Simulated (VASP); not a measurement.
# GaAs (F-43m) in VASP: a series of runs, part 2 of 3

VASP 6.6.1. Earlier steps stand in the parts before.

### 3 G0W0 quasiparticle levels, PBE

The input, POSCAR:

```
GaAs
1.0
    0.0000000000      2.8268500000      2.8268500000
    2.8268500000      0.0000000000      2.8268500000
    2.8268500000      2.8268500000      0.0000000000
As Ga
1 1
Direct
    0.7500000000      0.7500000000      0.7500000000
    0.0000000000      0.0000000000      0.0000000000
```

The input, INCAR.step1:

```
SYSTEM = GaAs
ALGO     = Normal         ! electronic algorithm
EDIFF    = 1E-8           ! SCF threshold, eV
ENCUT    = 450            ! plane-wave cutoff, eV
GGA      = PE             ! functional
ISMEAR   = 0              ! smearing method
LASPH    = .TRUE.         ! aspherical terms in the spheres
LCHARG   = .FALSE.        ! write CHGCAR
LREAL    = .FALSE.        ! projectors in reciprocal space
LWAVE    = .TRUE.         ! write WAVECAR
NELM     = 60             ! most SCF steps
PREC     = Accurate       ! precision mode
SIGMA    = 0.01           ! smearing width, eV
```

The input, INCAR.step2:

```
SYSTEM = GaAs
ALGO     = Exact          ! electronic algorithm
EDIFF    = 1E-8           ! SCF threshold, eV
ENCUT    = 450            ! plane-wave cutoff, eV
GGA      = PE             ! functional
ISMEAR   = 0              ! smearing method
ISTART   = 1            
LASPH    = .TRUE.         ! aspherical terms in the spheres
LCHARG   = .FALSE.        ! write CHGCAR
LOPTICS  = .TRUE.         ! frequency-dependent dielectric function
LREAL    = .FALSE.        ! projectors in reciprocal space
LWAVE    = .TRUE.         ! write WAVECAR
NBANDS   = 22             ! bands
NELM     = 1              ! most SCF steps
PREC     = Accurate       ! precision mode
SIGMA    = 0.01           ! smearing width, eV
```

The input, INCAR.step3:

```
SYSTEM = GaAs
ALGO     = EVGW0          ! electronic algorithm
EDIFF    = 1E-8           ! SCF threshold, eV
ENCUT    = 450            ! plane-wave cutoff, eV
ENCUTGW  = 100            ! cutoff of the response function
GGA      = PE             ! functional
ISMEAR   = 0              ! smearing method
ISTART   = 1            
LASPH    = .TRUE.         ! aspherical terms in the spheres
LCHARG   = .FALSE.        ! write CHGCAR
LREAL    = .FALSE.        ! projectors in reciprocal space
LWAVE    = .FALSE.        ! write WAVECAR
NBANDS   = 22             ! bands
NBANDSGW = 17           
NELMGW   = 1            
NOMEGA   = 48             ! frequency points
PREC     = Accurate       ! precision mode
PRECFOCK = Fast         
SIGMA    = 0.01           ! smearing width, eV
```

The input, KPOINTS:

```
k-points
0
G
  3 3 3
  0 0 0
```

Potentials or basis: VASP PAW PBE potentials, release 64 (As_GW, Ga_d_GW).

Command:

```sh
cat potpaw_PBE.64/As_GW/POTCAR potpaw_PBE.64/Ga_d_GW/POTCAR > POTCAR
cp INCAR.step1 INCAR
mpirun -np 1 vasp_std > vasp.out
cp INCAR.step2 INCAR
mpirun -np 1 vasp_std > vasp.out
cp INCAR.step3 INCAR
mpirun -np 1 vasp_std > vasp.out
```

OUTCAR:

```text
SYSTEM = GaAs
   EDIFF = 1E-8
   ENCUT = 450
   ENCUTGW = 100
   GGA = PE
   ISMEAR = 0
   ISTART = 1
   LASPH = .TRUE.
   LREAL = .FALSE.
   NELMGW = 1
   PREC = Accurate
   PRECFOCK = Fast

 Found      4 irreducible k-points:

 Following reciprocal coordinates:
            Coordinates               Weight
  0.000000  0.000000  0.000000      1.000000
  0.333333  0.000000  0.000000      8.000000
  0.333333  0.333333  0.000000      6.000000
 -0.333333  0.333333  0.000000     12.000000
   k-points           NKPTS =      4   k-points in BZ     NKDIM =     27   number of bands    NBANDS=     22
   number of dos      NEDOS =    301   number of ions     NIONS =      2
   total plane-waves  NPLWV =  21952
   dimension x,y,z NGX =    28 NGY =   28 NGZ =   28
   dimension x,y,z NGXF=    56 NGYF=   56 NGZF=   56
   ions per type =               1   1
   NGX,Y,Z   is equivalent  to a cutoff of  11.64, 11.64, 11.64 a.u.
   NGXF,Y,Z  is equivalent  to a cutoff of  23.29, 23.29, 23.29 a.u.
 SYSTEM =  GaAs
   PREC   = accura    normal or accurate (medium, high low for compatibility)
   ISTART =      1    job   : 0-new  1-cont  2-samecut
   ICHARG =      0    charge: 1-file 2-atom 10-const
   ISPIN  =      1    spin polarized calculation?
   LNONCOLLINEAR =      F non collinear calculations
   LSORBIT =      F    spin-orbit coupling
   LASPH  =      T    aspherical Exc in radial PAW
   ENCUT  =  450.0 eV  33.07 Ry    5.75 a.u.   6.91  6.91  6.91*2*pi/ulx,y,z
   NELM   =     60;   NELMIN=  2; NELMDL=  0     # of ELM steps
   EDIFF  = 0.1E-07   stopping-criterion for ELM
   LREAL  =      F    real-space projection
   EDIFFG = 0.1E-06   stopping-criterion for IOM
   NSW    =      0    number of steps for IOM
   IBRION =     -1    ionic relax: 0-MD 1-quasi-New 2-CG
   NFREE  =      0    steps in history (QN), initial steepest desc. (CG)
   ISIF   =      0    stress and relaxation
   ISYM   =      3    0-nonsym 1-usesym 2-fastsym
   POTIM  = 0.5000    time-step for ionic-motion
   TEBEG  =    0.0;   TEEND  =   0.0 temperature during run
   PSTRESS=    0.0 pullay stress
   NELECT =      18.0000    total number of electrons
   NUPDOWN=      -1.0000    fix difference up-down
   EMIN   =  10.00;   EMAX   =-10.00  energy-range for DOS
   EFERMI =   0.00;   METHOD = LEGACY
   ISMEAR =     0;   SIGMA  =   0.01  broadening in eV -4-tet -1-fermi 0-gaus
   EFERMI_NEDOS =   21; number of points for ismear=-14 and -15
   IALGO  =     38    algorithm
   IMIX   =      4    mixing-type and parameters
     AMIX     =   0.40;   BMIX     =  1.00
     AMIX_MAG =   1.60;   BMIX_MAG =  1.00
  volume/ion in A,a.u.               =      22.59       152.44
  Fermi-wavevector in a.u.,A,eV,Ry     =   1.204628  2.276417 19.743799  1.451128
  Thomas-Fermi vector in A             =   2.340347
   LORBIT       =      0    0 simple, 1 ext, 2 COOP (PROOUT), +10 PAW based schemes
   GGA     = PE    functional components
   LHFCALC =     T    Hartree Fock is set to
   PRECFOCK=fast      Normal, Fast or Accurate (Low or Medium for compatibility)
   ENCUT4O =  -1.0   cutoff for four orbital integrals eV
   NKREDX  =     1    reduce k-point grid by
   NKREDY  =     1    reduce k-point grid by
   NKREDZ  =     1    reduce k-point grid by
   AEXX    =    1.0000 exact exchange contribution
   HFSCREEN=    0.0000 screening length (either q_TF or 0.3 A-1)
   HFSCREENC=   0.0000 screening length for correlation (either q_TF or 0.3 A-1)
   ENCUTFOCK=  -1.0 apply spherical cutoff to Coloumb kernel
   IVDW    =     0    specifies the selected vdW correction
   LEPSILON=     F    determine dielectric tensor
   LRPA    =     F    only Hartree local field effects (RPA)
   LRPAFORCE           =     F    calculate RPA forces
   ENCUTGW             = 100.0    cutoff for response function in eV
   ENCUTGWSOFT         =  80.0    soft cutoff for Coulomb kernel in GW response function in eV
   ENCUTLF             =  -1.0    cutoff for local field effects
   NELMGW              =     1    number of iterations in solving QP/BSE equation
   NELMHF              =     1    number of iterations in the inner HF iteration
   NKREDLFX            =     1    NKREDLFY  =   1   NKREDLFZ  =   1
 non-spin polarized calculation
 Gauss-broadening in eV      SIGMA  =   0.01
  energy-cutoff  :      450.00
  volume of cell :       45.18
 maximum number of plane-waves:      1002
  NGX = 16; NGY = 16; NGZ = 16
   NGX = 13   NGY = 13   NGZ = 13
 maximum number of plane-waves:       113
 NGX is ok and might be reduce to    14

 QP shifts <psi_nk| G(iteration)W_0 |psi_nk>: iteration 1
 for sc-GW calculations column KS-energies equals QP-energies in previous step
 and V_xc(KS)=  KS-energies - (<T + V_ion + V_H > + <T+V_H+V_ion>^1  + <V_x>^1)

 k-point   1 :       0.0000    0.0000    0.0000
  band No.  KS-energies  QP-energies   sigma(KS)   V_xc(KS)     V^pw_x(r,r')   Z            occupation Imag(sigma)

      1     -10.9657     -14.1867     -26.4343     -21.7143     -35.0608       0.6824       2.0000       0.3302
      2     -10.9657     -14.1867     -26.4343     -21.7143     -35.0608       0.6824       2.0000       0.3302
      3     -10.9657     -14.1867     -26.4343     -21.7143     -35.0608       0.6824       2.0000       0.3302
      4     -10.8902     -14.1431     -26.5678     -21.8111     -35.1533       0.6839       2.0000       0.2950
      5     -10.8902     -14.1431     -26.5678     -21.8111     -35.1533       0.6839       2.0000       0.2950
      6      -8.7612      -8.6915     -11.0310     -11.1299     -18.0691       0.7053       2.0000       1.2599
[... 9 lines left out ...]
     16      14.0011      14.9930      -8.5488      -9.8151      -4.4893       0.7833       0.0000      -0.3364
     17      15.4490      16.1772      -6.7248      -7.6397      -2.1672       0.7959       0.0000      -0.4958

 k-point   2 :       0.3333    0.0000    0.0000
  band No.  KS-energies  QP-energies   sigma(KS)   V_xc(KS)     V^pw_x(r,r')   Z            occupation Imag(sigma)

      1     -11.0230     -14.1370     -26.0132     -21.4319     -34.6360       0.6797       2.0000       0.3561
      2     -10.9503     -14.1818     -26.4696     -21.7428     -35.0936       0.6837       2.0000       0.3269
      3     -10.9503     -14.1818     -26.4696     -21.7428     -35.0936       0.6837       2.0000       0.3269
      4     -10.8885     -14.1488     -26.5722     -21.8166     -35.1626       0.6856       2.0000       0.2931
      5     -10.8885     -14.1488     -26.5722     -21.8166     -35.1626       0.6856       2.0000       0.2931
      6      -7.6086      -7.5718     -11.6617     -11.7146     -18.3633       0.6954       2.0000       1.0241
[... 9 lines left out ...]
     16      13.5616      14.4360      -8.1664      -9.2856      -3.9861       0.7813       0.0000      -0.3665
     17      17.4296      18.6656      -7.7992      -9.3921      -3.0327       0.7759       0.0000      -0.7101

 k-point   3 :       0.3333    0.3333    0.0000
  band No.  KS-energies  QP-energies   sigma(KS)   V_xc(KS)     V^pw_x(r,r')   Z            occupation Imag(sigma)

      1     -11.0492     -14.1403     -25.9517     -21.3945     -34.5830       0.6783       2.0000       0.3618
      2     -10.9298     -14.1815     -26.5327     -21.7903     -35.1583       0.6857       2.0000       0.3222
      3     -10.9298     -14.1815     -26.5327     -21.7903     -35.1583       0.6857       2.0000       0.3222
      4     -10.9083     -14.1398     -26.4948     -21.7560     -35.0771       0.6819       2.0000       0.2964
      5     -10.8807     -14.1492     -26.5854     -21.8309     -35.1793       0.6875       2.0000       0.2898
      6      -7.1933      -7.1498     -11.7374     -11.7997     -18.2770       0.6983       2.0000       0.9538
[... 9 lines left out ...]
     16      17.0270      18.1928      -7.5726      -9.0753      -2.9007       0.7758       0.0000      -0.6447
     17      19.2177      20.2745      -7.0626      -8.3959      -2.4711       0.7926       0.0000      -0.8300

 k-point   4 :      -0.3333    0.3333    0.0000
  band No.  KS-energies  QP-energies   sigma(KS)   V_xc(KS)     V^pw_x(r,r')   Z            occupation Imag(sigma)

      1     -11.0528     -14.1277     -25.8942     -21.3615     -34.5296       0.6784       2.0000       0.3662
      2     -10.9363     -14.1795     -26.5044     -21.7636     -35.1198       0.6841       2.0000       0.3185
      3     -10.9289     -14.1844     -26.5300     -21.7922     -35.1574       0.6871       2.0000       0.3231
      4     -10.8981     -14.1452     -26.5413     -21.7912     -35.1297       0.6836       2.0000       0.2944
      5     -10.8869     -14.1502     -26.5679     -21.8160     -35.1596       0.6867       2.0000       0.2911
      6      -6.4238      -6.3714     -12.2325     -12.3077     -18.5477       0.6977       2.0000       0.8268
[... 9 lines left out ...]
     16      18.2111      19.4549      -7.3835      -8.9499      -2.7256       0.7940       0.0000      -0.7460
     17      18.6244      19.7548      -6.8680      -8.2679      -2.3578       0.8075       0.0000      -0.7507
```

It took 21 s on 1 thread of Intel Xeon Platinum 8488C (Sapphire Rapids), shared host; peak memory 0.27 GiB.

These settings aren't checked as converged: the numbers below hold their error.

Results:

```
Band gap on the k mesh, mean-field level : 0.49 eV, direct
Quasiparticle gap                        : 1.51 eV
Least direct quasiparticle gap           : 1.51 eV
```

Caveat: the k mesh is coarse (spacing up to 0.64 Å⁻¹), so the values aren't converged; bands, screening cutoff and mesh are small and nothing is extrapolated, so the quasiparticle values aren't converged.

(Continued in part 3 of 3.)
